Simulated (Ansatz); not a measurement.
Level of theory: DFT, PBE, scalar-relativistic, no spin polarisation; plane waves to 420 eV with PAW datasets (Ansatz 0.2.0), Γ-centred 14×14×14 mesh, 0.05 eV Gaussian smearing; PAW files: Ansatz's generated set soft_2.

A compound XH has these computed properties.

```json
{
  "Space group": "Fm-3m (No. 225)",
  "Conventional cell": "a = 4.008 Å, b = 4.008 Å, c = 4.008 Å, α = 90.00°, β = 90.00°, γ = 90.00°",
  "Volume": "8.05 Å³/atom",
  "Band gap": "2.99 eV",
  "Smallest direct gap": "2.99 eV",
  "Bader charges": "X 0.85; H -0.85 e",
  "Formation energy from the elements (0 K, uncorrected)": "-0.42 eV/atom",
  "Bulk modulus (Birch–Murnaghan)": "36 GPa",
  "Pressure derivative B0′": "3.4"
}
```

Sites: X on 4a, H on 4b.

Task: Which element is X?
A. B
B. Be
C. Li

Result: C. X is Li, so the compound is LiH.

The chain of runs began from a cell as deposited in COD, expanded in volume.

Semilocal functionals underestimate band gaps, commonly by a third or more. The relaxed cell is 5 % smaller in volume than the cell of this structure in the Crystallography Open Database (8.45 Å³/atom, 2007).
